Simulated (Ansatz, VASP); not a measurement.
One calculation of Se, two programs

```
Se
1.0
     0.00000    2.11701    2.11701
     2.11701    0.00000    2.11701
     2.11701    2.11701    0.00000
Se
1
Cartesian
  0.0000 0.0000 0.0000
```

Alike in both runs: functional LDA; k mesh 12 × 12 × 12; occupations fermi-dirac, width 0.1 eV; no spin polarisation.

Ansatz relaxed the structure, and its values are those at the end. VASP's run is a single point on that final structure, the one shown.

```csv
,VASP,Ansatz
version,VASP 6.6.1,Ansatz 0.2.0
potentials or method,"VASP PAW LDA potentials, release 64 (Se)","plane waves (420 eV) with PAW, scalar-relativistic"
plane-wave cutoff (eV),520,420
valence electrons in the cell,6,16
```

|  | VASP | Ansatz | Ansatz less VASP |
| --- | --- | --- | --- |
| pressure (GPa) | 0.1 | 0.0 | -0.16 |

The two sets of potentials don't hold the same shells in valence. Ansatz warned: «pseudo_functional_mismatch».
